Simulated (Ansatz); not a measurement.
CaO: the change of direct gap and band gap with volume per atom

All results are calculated (Ansatz 0.2.0). Plane-wave density functional theory, PAW datasets, Gaussian smearing 0.05 eV: Kohn-Sham gaps of one periodic cell over its k-point mesh and, where one was run, its band path; band edges are those on the mesh.

Cell of the first row (space group Fm-3m, No. 225):
```
cell vectors (Å)
   0.0000     2.3512     2.3512
   2.3512     0.0000     2.3512
   2.3512     2.3512     0.0000
atoms (fractions of the cell vectors)
Ca  0.50000  0.50000  0.50000
O   0.00000  0.00000  0.00000
```

Settings of every row: paw set soft_2; functional PBEsol; spin treatment none; moment partition spheres; spin axis none; wave cutoff 420 eV; k mesh 12x12x12; SCF start atoms; lower state search light; symmetry use detected.

Atom first moment, atom hubbard u: 0 on all atoms.

Limits: semilocal functionals tend to give too small a gap.

```csv
row,volume per atom (Å³),direct gap (eV),band gap (eV)
1,12.998,3.876,3.519
2,13.269,?,?
3,13.54,3.916,3.544
4,13.81,3.93,3.554
5,13.982,3.937,3.558
6,14.081,3.942,3.561
7,14.092,3.942,3.561
8,14.835,3.96,3.571
```

Question: what direct gap and band gap should row 2 give?

Worked fit of direct gap. Take t = volume per atom − 14, in Å³. The shown rows have t = -1.002, -0.46, -0.19, -0.018, 0.081, 0.092, 0.835. Least squares give direct gap = 3.9386 + 0.04211 × t − 0.01998 × t² eV; a straight line predicts inner rows, each left out in turn, worse (root mean square 0.0055 against 0.00078 eV). The rows lie off it by 0.000, 0.001, 0.000, -0.001, 0.000, 0.000, 0.000. The withheld row has t = -0.731, so the fit gives 3.9386 + 0.04211 × (-0.731) − 0.01998 × (-0.731)² = 3.897 eV.

The calculation gave 3.898 eV. The fit lies 0.001 eV (1.2 % of the column's range) below it, one unit of the last digit.

Worked fit of band gap. Take t = volume per atom − 14, in Å³. The shown rows have t = -1.002, -0.46, -0.19, -0.018, 0.081, 0.092, 0.835. Least squares give band gap = 3.5589 + 0.02595 × t − 0.01379 × t² eV; a straight line predicts inner rows, each left out in turn, worse (root mean square 0.0038 against 0.00041 eV). The rows lie off it by 0.000, 0.000, 0.001, 0.000, 0.000, 0.000, 0.000. The withheld row has t = -0.731, so the fit gives 3.5589 + 0.02595 × (-0.731) − 0.01379 × (-0.731)² = 3.533 eV.

The calculation gave 3.533 eV. The fit meets it to the printed digit.
